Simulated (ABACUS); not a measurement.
MoP under changes of volume

One of the cells (14.353 Å³/atom); the others are scaled copies at fixed shape and fractional positions:

```xyz
2
Lattice="3.2230 0.0000 0.0000 -1.6115 2.7912 0.0000 0.0000 0.0000 3.1910" Properties=species:S:1:pos:R:3 pbc="T T T"
Mo    0.0000    0.0000    0.0000
P     0.0000    1.8608    1.5955
```

* Program: ABACUS 3.10.1
* Functional: PBEsol
* Potentials or basis: PseudoDojo NC SR 0.4.1 PBEsol standard
* Cutoff: 1102 eV
* Density cutoff: 4408 eV
* Basis: plane waves
* k mesh: 10 × 10 × 8
* Occupations: fermi-dirac, width 0.05 eV
* Spin: no spin polarisation

| volume (Å³/atom) | energy over the lowest point (meV/atom) | pressure (GPa) |
| --- | --- | --- |
| 13.492 | 23.20 | 12.3 |
| 13.779 | 6.57 | 6.4 |
| 14.066 | 0.00 | 1.1 |
| 14.353 | 2.46 | -3.7 |
| 14.640 | ? | ? |
| 14.927 | 30.80 | -11.8 |
| 15.214 | 55.08 | -15.2 |

Problem. What does the run at 14.640 Å³/atom give?

Solution. Energy over the lowest point 13.01 meV/atom; pressure -8.0 GPa.

Worked out: A Birch-Murnaghan fit of order 3 (a polynomial in V^(-2/3)) to the other rows has its minimum at 14.13 Å³/atom with B0 = V·E''(V) = 242 GPa and B' = 4.4 at fixed shape and positions, which overstates the stiffness. It gives 13.01 meV/atom at 14.640 Å³/atom, against the run's 13.01, and -dE/dV = -8.0 GPa, against -8.0.

Energies are extrapolated to zero smearing.
